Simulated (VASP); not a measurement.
MgO:

```
Mg O
1.0
     3.30779    0.00000    0.00000
    -1.65389    2.86463    0.00000
     0.00000    0.00000    4.98288
Mg O
2 2
Direct
  0.33333 0.66667 0.00216
  0.66667 0.33333 0.50216
  0.33333 0.66667 0.40244
  0.66667 0.33333 0.90244
```

Measurements of this composition are mostly on another form, of space group No. 225.

- Program: VASP 6.6.1
- Task: relaxation of cell and atoms
- Functional: LDA
- Potentials or basis: VASP PAW LDA potentials, release 64 (Mg, O)
- Cutoff: 600 eV
- k mesh: 9 × 9 × 6
- Occupations: gaussian, width 0.02 eV
- Spin: no spin polarisation

At the start: pressure -5.6 GPa; volume 11.80 Å³/atom.

How do energy, volume and symmetry change on relaxing?

Over 30 steps the energy falls by 77.3 meV/atom and the volume is 10.53 Å³/atom (-10.8 %); space group P6_3/mmc (No. 194, to 0.05 Å).

The path:
| step | energy change (eV) | largest force (eV/Å) | pressure (GPa) | volume (Å³) |
| --- | --- | --- | --- | --- |
| 1 | 0.0000 | 0.0484 | -5.62 | 47.22 |
| 2 | -0.0318 | 0.0217 | 2.36 | 44.44 |
| 3 | -0.0372 | 0.0017 | -0.02 | 45.18 |
| 4 | -0.0372 | 0.0028 | 0.09 | 45.14 |
| 5 | -0.0372 | 0.0104 | -0.04 | 45.18 |
| 6 | -0.0372 | 0.0117 | -0.06 | 45.19 |
| 7 | -0.0373 | 0.0112 | -0.06 | 45.18 |
| 8 | -0.0374 | 0.0103 | -0.06 | 45.16 |
| 9 | -0.0376 | 0.0091 | -0.05 | 45.12 |
| 10 | -0.0380 | 0.0101 | -0.06 | 45.03 |
| 11 | -0.0395 | 0.0280 | -0.15 | 44.84 |
| 12 | -0.0505 | 0.1144 | -0.43 | 44.44 |
| 13 | -0.1291 | 0.4121 | -1.15 | 43.53 |
| 14 | -0.1574 | 0.2435 | 5.97 | 41.24 |
| 15 | -0.1691 | 0.6666 | -0.60 | 43.01 |
| 16 | -0.2506 | 0.6490 | 0.82 | 42.17 |
| 17 | -0.2456 | 0.4197 | 2.68 | 41.72 |
| 18 | -0.2546 | 0.5595 | 1.67 | 41.94 |
| 19 | -0.2529 | 0.5125 | 2.04 | 41.85 |
| 20 | -0.2571 | 0.4878 | 1.84 | 41.88 |
| 21 | -0.2686 | 0.4169 | 1.33 | 41.97 |
| 22 | -0.2864 | 0.2911 | 0.39 | 42.14 |
| 23 | -0.3043 | 0.0955 | -1.23 | 42.49 |
| 24 | -0.3059 | 0.0434 | -1.64 | 42.60 |
| 25 | -0.3059 | 0.0312 | -1.73 | 42.63 |
| 26 | -0.3076 | 0.0226 | -1.25 | 42.49 |
| 27 | -0.3094 | 0.0004 | 0.08 | 42.10 |
| 28 | -0.3094 | 0.0003 | 0.03 | 42.11 |
| 29 | -0.3094 | 0.0002 | 0.02 | 42.11 |
| 30 | -0.3094 | 0.0001 | -0.02 | 42.12 |

Final structure:
```yaml
crystal:
  lattice:
    - [3.43424, 0.00000, 0.00000]
    - [-1.71712, 2.97414, 0.00000]
    - [0.00000, 0.00000, 4.12408]
  atoms:
    - { symbol: Mg, position: [0.33333, 0.66667, 0.95230] }
    - { symbol: Mg, position: [0.66667, 0.33333, 0.45230] }
    - { symbol: O, position: [0.33333, 0.66667, 0.45230] }
    - { symbol: O, position: [0.66667, 0.33333, 0.95230] }
```
